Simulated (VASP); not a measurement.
Set up this calculation in VASP 6.6.1, as the native input.

```
Task                   : relaxation of cell and atoms
Functional             : PBE
Dispersion             : D3(BJ)
Potentials or basis    : VASP PAW PBE potentials, release 64 (Se, Ti_sv)
Cutoff                 : 600 eV
k mesh                 : 12 × 12 × 1
Occupations            : gaussian, width 0.03 eV
Spin                   : no spin polarisation
Further INCAR settings : ALGO = Normal; EDIFF = 1e-06; IBRION = 2; EDIFFG = -0.01; NSW = 90; ISIF = 3
```

The structure of TiSe2 lies in POSCAR:

```
TiSe2
1.0
    3.5360000000      0.0000000000      0.0000000000
   -1.7680000000      3.0622658300      0.0000000000
    0.0000000000      0.0000000000     33.0724416000
Se Ti
6 3
Direct
    0.6666666700      0.3333333300      0.2721298900
    0.3333333300      0.6666666700      0.3647883600
    0.6666666700      0.3333333300      0.4536707700
    0.3333333300      0.6666666700      0.5463292300
    0.6666666700      0.3333333300      0.6352116400
    0.3333333300      0.6666666700      0.7278701100
    0.0000000000      0.0000000000      0.3184591200
    0.0000000000      0.0000000000      0.5000000000
    0.0000000000      0.0000000000      0.6815408800
```

One way to write it, as run:

INCAR

```
SYSTEM = TiSe2
ALGO = Normal
EDIFF = 1E-6
EDIFFG = -0.01
ENCUT = 600
GGA = PE
IBRION = 2
ISIF = 3
ISMEAR = 0
IVDW = 12
KPAR = 4
LASPH = .True.
LATTICE_CONSTRAINTS = .TRUE. .TRUE. .FALSE.
LCHARG = .False.
LREAL = .False.
LWAVE = .False.
NELM = 80
NSW = 90
PREC = Accurate
SIGMA = 0.03
```

KPOINTS

```
k-points
0
Gamma
  12 12 1
  0 0 0
```

Potentials or basis: VASP PAW PBE potentials, release 64 (Se, Ti_sv).

The run is started by

```console
$ cat potpaw_PBE.64/Se/POTCAR potpaw_PBE.64/Ti_sv/POTCAR > POTCAR
$ mpirun -np 4 vasp_std > vasp.out
```

It gave:

| Quantity | Value |
| --- | --- |
| Relaxed volume | 38.53 Å³/atom |
| Relaxed cell | a = 3.479 Å, b = 3.479 Å, c = 33.072 Å, α = 90.00°, β = 90.00°, γ = 120.00° |
| Space group after relaxing (to 0.05 Å) | P-3m1 (No. 164) |
| Energy gained by relaxing | 5.7 meV/atom |
| Ionic steps | 26 |
| Largest force after relaxing | 0.009 eV/Å |
| Band gap on the k mesh | none (metal or under the smearing width) |
| Dispersion energy per atom | -0.398 eV |

Wall time 30 min on 4 MPI ranks on Intel(R) Xeon(R) 6975P-C (Granite Rapids) (shared host), peak memory 0.73 GiB a rank.
